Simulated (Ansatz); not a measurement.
AlCu₃: an elastic run with occupations fermi-dirac, width 0.05 eV

Level of theory: DFT PBEsol, scalar-relativistic, plane waves, PAW (Ansatz).

Launched with:
```bash
ansatz run input.yaml --threads 1 --pin off --max-ram 3072MiB --backend cpu --events-out ev --progress --plain --runs-dir out
```

Input (bare energies are in eV):
```yaml
crystal:
  lattice:
    - [0.0, 2.8840620862, 2.8840620862]
    - [2.8840620862, 0.0, 2.8840620862]
    - [2.8840620862, 2.8840620862, 0.0]
  atoms:
    - { symbol: Al, position: [0.0, 0.0, 0.0] }
    - { symbol: Cu, position: [0.5, 0.5, 0.5] }
    - { symbol: Cu, position: [0.25, 0.25, 0.25] }
    - { symbol: Cu, position: [0.75, 0.75, 0.75] }
basis:
  ecutwfc: 420
kpoints:
  mp_grid: { grid: [12, 12, 12] }
hamiltonian:
  xc: pbesol
scf:
  occupations: { method: fermi_dirac, width: 0.05 }
output:
  forces: true
  stress: true
  eigenvalues: true
elastic:
  mode: relaxed_ion
  stencil: two_point
```

From the output:
```
--- Elastic constants: 2 strain directions × 2 members + reference (group order 48) ---
  dense FFT box of the reference and of every strained cell: 30×30×30
  strains applied: 11, 23; error gains: componentwise 1.00 (the most a stress slope's error grows in a printed constant), spectral 1.73 (1 for all six strains in a standard setting)
  C = ∂σ_k/∂η_j (tension-positive GPa; Voigt order 11 22 33 23 13 12):
       171.633    141.005    141.005     -0.000      0.000      0.000
       141.005    171.633    141.005     -0.000     -0.000     -0.000
       141.005    141.005    171.633     -0.000     -0.000     -0.000
        -0.000      0.000      0.000    117.018     -0.000     -0.000
         0.000     -0.000     -0.000      0.000    117.018     -0.000
         0.000     -0.000     -0.000     -0.000      0.000    117.018
  reference stress σ⁰ (GPa):      0.088      0.088      0.088     -0.000     -0.000     -0.000
  C* (energy form; C + prestress term) asymmetry max|C*_kj − C*_jk| = 2.842e-14 GPa — a small one proves nothing (zero by symmetry where the batch's group is 432, −43m or m−3m); a large one is finite-difference/SCF noise where every solve ...
  moduli (Voigt/Reuss/Hill, GPa): K = 151.21/151.21/151.21   G = 76.34/32.00/54.17   E = 145.17   ν = 0.340
  mechanically stable: yes (min eigenvalue of sym C = 30.63 GPa)
  strain η (Voigt 11):  stress-route row diagonal C_11 = 171.63 GPa, energy-path curvature d²(F+E_count+ΔE)/dδ²/Ω₀ = 171.75 GPa
         δ    σ_11 (GPa) F (eV) n_scf n_hpsi n_pw
    -2.000e-3      -0.2562      -20291.5844257      10  116126    950   relax 0 steps, max|allowed force component| 5.55e-17 eV/Å
     2.000e-3       0.4303      -20291.5843140       8  102489    960   relax 0 steps, max|allowed force component| 5.55e-17 eV/Å
  strain η (Voigt 23):  stress-route row diagonal C_44 = 117.02 GPa, energy-path curvature d²(F+E_count+ΔE)/dδ²/Ω₀ = 117.04 GPa
         δ    σ_23 (GPa) F (eV) n_scf n_hpsi n_pw
    -2.000e-3      -0.2340      -20291.5844030      14  203768    960   relax 1 steps, max|allowed force component| 2.49e-5 eV/Å
     2.000e-3       0.2340      -20291.5844030      14  203747    960   relax 1 steps, max|allowed force component| 2.49e-5 eV/Å
```

The run took 72 s on 1 thread of Intel(R) Xeon(R) 6975P-C (Granite Rapids), on a shared host, peak memory 0.69 GiB.

Beside the reference run (Plane waves to 420 eV; Γ-centred k mesh 12×12×12; Fermi-Dirac smearing of 0.15 eV. No spin polarisation.), the elastic coefficients (GPa; two-point stencil, strain 0.002 and ions relaxed unless stated):
| setting | C11 | C12 | C44 |
| --- | --- | --- | --- |
| reference run | 155.5 | 149.0 | 118.1 |
| occupations fermi-dirac, width 0.05 eV | 171.6 | 141.0 | 117.0 |

In a metal, frequencies and elastic constants depend on the k mesh and the smearing, soft modes and shear constants most.